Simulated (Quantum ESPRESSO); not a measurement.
# MnO2 (P-3m1) in Quantum ESPRESSO: equation of state, part 2 of 2

Quantum ESPRESSO 7.5.

### Step 3. Single point, PBE, collinear spin, ferromagnetic start, 10.41 Å³/atom

File pw.in:

```
&CONTROL
  calculation = 'scf'
  prefix = 'pwscf'
  outdir = './tmp'
  pseudo_dir = './pseudo'
  tprnfor = .true.
  tstress = .true.
  disk_io = 'nowf'
/
&SYSTEM
  ibrav = 0
  nat = 3
  ntyp = 2
  ecutwfc = 65
  ecutrho = 780
  nbnd = 24
  occupations = 'smearing'
  smearing = 'fd'
  degauss = 0.00367493
  nspin = 2
  starting_magnetization(1) = 0.2667
  starting_magnetization(2) = 0
/
&ELECTRONS
  conv_thr = 6d-10
  electron_maxstep = 120
  mixing_beta = 0.3
/
ATOMIC_SPECIES
Mn    54.9380 mn_pbe_v1.5.uspp.F.UPF
O     15.9990 O.pbe-n-kjpaw_psl.0.1.UPF
CELL_PARAMETERS angstrom
   2.8179710399    0.0000000000    0.0000000000
  -1.4089855200    2.4404345078    0.0000000000
   0.0000000000    0.0000000000    4.5391857050
ATOMIC_POSITIONS crystal
Mn     0.0000000000    0.0000000000    0.5000000000
O      0.3333333333    0.6666666667    0.7062925700
O      0.6666666667    0.3333333333    0.2937074300
K_POINTS automatic
11 11 6 0 0 0
```

Potentials or basis: SSSP 1.3 efficiency PBE.

Started as:

```console
OMP_NUM_THREADS=1 mpirun -n 2 pw.x -nk 2 -in pw.in > pw.out
```

pw.out:

```text
This program is part of the open-source Quantum ESPRESSO suite
     for quantum simulation of materials; please cite
         "P. Giannozzi et al., J. Phys.:Condens. Matter 21 395502 (2009);
         "P. Giannozzi et al., J. Phys.:Condens. Matter 29 465901 (2017);
         "P. Giannozzi et al., J. Chem. Phys. 152 154105 (2020);
     in publications or presentations arising from this work. More details at

     file O.pbe-n-kjpaw_psl.0.1.UPF: wavefunction(s)  2P renormalized
     Message from routine setup:
     using ibrav=0 with symmetry is DISCOURAGED, use correct ibrav instead

     K-points division:     npool     =       2
     Subspace diagonalization in iterative solution of the eigenvalue problem:
     a serial algorithm will be used

     G-vector sticks info
     --------------------
     sticks:   dense  smooth     PW     G-vecs:    dense   smooth      PW
     Sum        1519     511    151                77435    14871    2539

     Using Slab Decomposition

[... 325 lines left out ...]
     Number of k-points >= 100: set verbosity='high' to print the bands.

     the Fermi energy is     9.0086 ev

!    total energy              =    -294.61033352 Ry
     estimated scf accuracy    <          4.9E-10 Ry
     smearing contrib. (-TS)   =      -0.00000144 Ry
     internal energy E=F+TS    =    -294.61033207 Ry

     The total energy is F=E-TS. E is the sum of the following terms:
     one-electron contribution =    -188.41492781 Ry
     hartree contribution      =     106.23764321 Ry
     xc contribution           =     -41.43626059 Ry
     ewald contribution        =    -151.95343029 Ry
     one-center paw contrib.   =     -19.04335659 Ry

     total magnetization       =     3.00 Bohr mag/cell
     absolute magnetization    =     3.03 Bohr mag/cell

     convergence has been achieved in  13 iterations

     negative rho (up, down):  0.000E+00 1.876E-06

     Forces acting on atoms (cartesian axes, Ry/au):

     atom    1 type  1   force =     0.00000000    0.00000000    0.00000000
     atom    2 type  2   force =     0.00000000    0.00000000    0.03305768
     atom    3 type  2   force =     0.00000000    0.00000000   -0.03305768

     Total force =     0.046751     Total SCF correction =     0.000035

     Computing stress (Cartesian axis) and pressure

     negative rho (up, down):  0.000E+00 1.876E-06
          total   stress  (Ry/bohr**3)                   (kbar)     P=      139.56
   0.00106027   0.00000000   0.00000000          155.97        0.00        0.00
   0.00000000   0.00106027  -0.00000000            0.00      155.97       -0.00
  -0.00000000  -0.00000000   0.00072552           -0.00       -0.00      106.73

=------------------------------------------------------------------------------=
   JOB DONE.
=------------------------------------------------------------------------------=
```

Wall time 56 s (2 MPI ranks of Intel Xeon Platinum 8559C (Emerald Rapids), shared host); peak memory 0.6 GiB.

What came out:

```
Free energy                                           : -4008.3778 eV
Pressure                                              : 14.0 GPa
Largest force                                         : 0.850 eV/Å
Band gap on the k mesh                                : 0.69 eV, indirect (least direct gap 0.73 eV)
Net moment                                            : 3.00 μB per cell
Absolute moment                                       : 3.03 μB per cell
Site moments                                          : Mn +2.47; O +0.06 μB
Valence electrons inside the program's atomic spheres : Mn 11.68; O 5.21
```

Caveat: an odd mesh through Γ misses points on the zone boundary, where band edges often lie; a cell with one magnetic atom can't hold antiferromagnetic order, which such compounds often take.

### Step 4. Single point, PBE, collinear spin, ferromagnetic start, 10.62 Å³/atom

Edit pw.in of step 3 so:

```diff
@@ -32,5 +32,5 @@
 CELL_PARAMETERS angstrom
-   2.8179710399    0.0000000000    0.0000000000
-  -1.4089855200    2.4404345078    0.0000000000
-   0.0000000000    0.0000000000    4.5391857050
+   2.8374059371    0.0000000000    0.0000000000
+  -1.4187029685    2.4572656224    0.0000000000
+   0.0000000000    0.0000000000    4.5704914233
 ATOMIC_POSITIONS crystal
```

Started as:

```console
OMP_NUM_THREADS=1 mpirun -n 2 pw.x -nk 2 -in pw.in > pw.out
```

Wall time 59 s (2 MPI ranks of Intel Xeon Platinum 8559C (Emerald Rapids), shared host); peak memory 0.6 GiB.

It converged, with:

```
Free energy                                           : -4008.4262 eV
Pressure                                              : 9.1 GPa
Largest force                                         : 0.523 eV/Å
Band gap on the k mesh                                : 0.77 eV, indirect (least direct gap 0.82 eV)
Net moment                                            : 3.00 μB per cell
Absolute moment                                       : 3.04 μB per cell
Site moments                                          : Mn +2.49; O +0.05 μB
Valence electrons inside the program's atomic spheres : Mn 11.71; O 5.23
```

Caveat: an odd mesh through Γ misses points on the zone boundary, where band edges often lie; a cell with one magnetic atom can't hold antiferromagnetic order, which such compounds often take.

### Step 5. Single point, PBE, collinear spin, ferromagnetic start, 10.84 Å³/atom

Edit pw.in of step 4 so:

```diff
@@ -32,5 +32,5 @@
 CELL_PARAMETERS angstrom
-   2.8374059371    0.0000000000    0.0000000000
-  -1.4187029685    2.4572656224    0.0000000000
-   0.0000000000    0.0000000000    4.5704914233
+   2.8565781804    0.0000000000    0.0000000000
+  -1.4282890902    2.4738692722    0.0000000000
+   0.0000000000    0.0000000000    4.6013740589
 ATOMIC_POSITIONS crystal
```

Started as:

```console
OMP_NUM_THREADS=1 mpirun -n 2 pw.x -nk 2 -in pw.in > pw.out
```

It took 55 s on 2 MPI ranks of Intel Xeon Platinum 8559C (Emerald Rapids), shared host; peak memory 0.6 GiB.

The run converged. Its results:

* Free energy: -4008.4557 eV
* Pressure: 4.7 GPa
* Largest force: 0.221 eV/Å
* Band gap on the k mesh: 0.84 eV, indirect (least direct gap 0.90 eV)
* Net moment: 3.00 μB per cell
* Absolute moment: 3.05 μB per cell
* Site moments: Mn +2.52; O +0.04 μB
* Valence electrons inside the program's atomic spheres: Mn 11.74; O 5.25

Caveat: an odd mesh through Γ misses points on the zone boundary, where band edges often lie; a cell with one magnetic atom can't hold antiferromagnetic order, which such compounds often take.

### Step 6. Single point, PBE, collinear spin, ferromagnetic start, 11.06 Å³/atom

Edit pw.in of step 5 so:

```diff
@@ -32,5 +32,5 @@
 CELL_PARAMETERS angstrom
-   2.8565781804    0.0000000000    0.0000000000
-  -1.4282890902    2.4738692722    0.0000000000
-   0.0000000000    0.0000000000    4.6013740589
+   2.8754964680    0.0000000000    0.0000000000
+  -1.4377482340    2.4902529899    0.0000000000
+   0.0000000000    0.0000000000    4.6318476229
 ATOMIC_POSITIONS crystal
```

Potentials or basis: SSSP 1.3 efficiency PBE.

Started as:

```console
OMP_NUM_THREADS=1 mpirun -n 2 pw.x -nk 2 -in pw.in > pw.out
```

It took 55 s on 2 MPI ranks of Intel Xeon Platinum 8559C (Emerald Rapids), shared host; peak memory 0.6 GiB.

Results (log left out):

```yaml
Free_energy: -4008.4684 eV
Pressure: 0.8 GPa
Largest_force: 0.057 eV/Å
Band_gap_on_the_k_mesh: 0.91 eV, indirect (least direct gap 0.98 eV)
Net_moment: 3.00 μB per cell
Absolute_moment: 3.06 μB per cell
Site_moments: Mn +2.54; O +0.03 μB
Valence_electrons_inside_the_program's_atomic_spheres: Mn 11.77; O 5.27
```

Caveat: an odd mesh through Γ misses points on the zone boundary, where band edges often lie; a cell with one magnetic atom can't hold antiferromagnetic order, which such compounds often take.

### Step 7. Single point, PBE, collinear spin, ferromagnetic start, 11.27 Å³/atom

Edit pw.in of step 6 so:

```diff
@@ -32,5 +32,5 @@
 CELL_PARAMETERS angstrom
-   2.8754964680    0.0000000000    0.0000000000
-  -1.4377482340    2.4902529899    0.0000000000
-   0.0000000000    0.0000000000    4.6318476229
+   2.8941690462    0.0000000000    0.0000000000
+  -1.4470845231    2.5064239170    0.0000000000
+   0.0000000000    0.0000000000    4.6619253983
 ATOMIC_POSITIONS crystal
```

Started as:

```console
OMP_NUM_THREADS=1 mpirun -n 2 pw.x -nk 2 -in pw.in > pw.out
```

Run time: 60 s. Hardware: 2 MPI ranks of Intel Xeon Platinum 8559C (Emerald Rapids), shared host; peak memory 0.62 GiB.

Results (log left out):

```
Free energy                                           : -4008.4658 eV
Pressure                                              : -2.7 GPa
Largest force                                         : 0.313 eV/Å
Band gap on the k mesh                                : 0.98 eV, indirect (least direct gap 1.05 eV)
Net moment                                            : 3.00 μB per cell
Absolute moment                                       : 3.08 μB per cell
Site moments                                          : Mn +2.57; O +0.02 μB
Valence electrons inside the program's atomic spheres : Mn 11.80; O 5.28
```

Caveat: an odd mesh through Γ misses points on the zone boundary, where band edges often lie; a cell with one magnetic atom can't hold antiferromagnetic order, which such compounds often take.

### Step 8. Single point, PBE, collinear spin, ferromagnetic start, 11.49 Å³/atom

Edit pw.in of step 7 so:

```diff
@@ -32,5 +32,5 @@
 CELL_PARAMETERS angstrom
-   2.8941690462    0.0000000000    0.0000000000
-  -1.4470845231    2.5064239170    0.0000000000
-   0.0000000000    0.0000000000    4.6619253983
+   2.9126037410    0.0000000000    0.0000000000
+  -1.4563018705    2.5223888309    0.0000000000
+   0.0000000000    0.0000000000    4.6916199912
 ATOMIC_POSITIONS crystal
```

Started as:

```console
OMP_NUM_THREADS=1 mpirun -n 2 pw.x -nk 2 -in pw.in > pw.out
```

Run time: 58 s. Hardware: 2 MPI ranks of Intel Xeon Platinum 8559C (Emerald Rapids), shared host; peak memory 0.62 GiB.

The run converged. Its results:

```yaml
Free_energy: -4008.4496 eV
Pressure: -5.9 GPa
Largest_force: 0.548 eV/Å
Band_gap_on_the_k_mesh: 1.05 eV, indirect (least direct gap 1.12 eV)
Net_moment: 3.00 μB per cell
Absolute_moment: 3.11 μB per cell
Site_moments: Mn +2.59; O +0.01 μB
Valence_electrons_inside_the_program's_atomic_spheres: Mn 11.82; O 5.30
```

Caveat: an odd mesh through Γ misses points on the zone boundary, where band edges often lie; a cell with one magnetic atom can't hold antiferromagnetic order, which such compounds often take.

### Step 9. Equation of state, PBE, collinear spin, ferromagnetic start

Potentials or basis: SSSP 1.3 efficiency PBE.

No new run: the results of the series are fitted here.

What came out:

| Quantity | Value |
| --- | --- |
| Equilibrium volume | 11.13 Å³/atom |
| Bulk modulus at fixed shape and positions | 185 GPa |
| Pressure derivative of the bulk modulus | 4.5 |

Energy against volume, from the lowest point:
```csv
volume (Å³/atom),energy (meV/atom)
10.189,53.34
10.405,30.19
10.622,14.05
10.839,4.23
11.056,0.00
11.273,0.84
11.489,6.25
```

Caveat: the cell was scaled at fixed shape and fractional positions, which overstates the stiffness of a crystal with free parameters, most of all of layers and chains.
